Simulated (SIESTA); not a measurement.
BaTiO3:

```xyz
10
Lattice="4.0073 0.0000 0.0000 0.0000 4.0073 0.0000 0.0000 0.0000 8.0146" Properties=species:S:1:pos:R:3 pbc="T T T"
Ba    2.3139    2.3844    1.9229
Ba    2.0570    1.8276    6.1203
Ti    0.1419    4.0001    0.1061
Ti    3.8069    3.8918    4.1558
O     2.2804    3.7093    7.8525
O     1.7205    3.8733    4.0115
O     3.8827    2.3866    7.8876
O     3.8235    1.8548    4.1970
O     3.8544    0.0411    1.7952
O     0.1626    0.0749    6.0314
```

Base run:

| Property | Result |
| --- | --- |
| Program | SIESTA 5.4.2 |
| Functional | LDA |
| Potentials or basis | PseudoDojo 0.4 standard (LDA files) |
| Basis | DZP (energy shift 0.003 Ry; two zetas on semicore shells; d shell added on Ba) |
| Grid cutoff | 800 Ry |
| Energy shift | 0.003 Ry |
| k mesh | 5 × 5 × 3 |
| Occupations | fermi-dirac, width 0.05 eV |
| Spin | no spin polarisation |

Its results: band gap on the k mesh 1.39 eV, direct; pressure 11.0 GPa; largest force 7.891 eV/Å.

Task: The run is repeated on the same cell with these changes: functional from LDA to PBEsol; potentials or basis from PseudoDojo 0.4 standard (LDA files) to PseudoDojo 0.4 standard (PBEsol files). What comes out?

Result: Band gap on the k mesh 1.41 eV, direct; pressure 15.7 GPa; largest force 8.106 eV/Å.

Caveats: this set's barium file shifts pressures by up to 1 GPa against other sets; spin-orbit coupling is left out, which moves the levels of the heavy elements; the basis of atomic orbitals isn't converged, which shifts pressures, moduli and gaps; forces of over 1 eV/Å show positions far from the minimum, so gaps and moduli don't describe the material at rest.
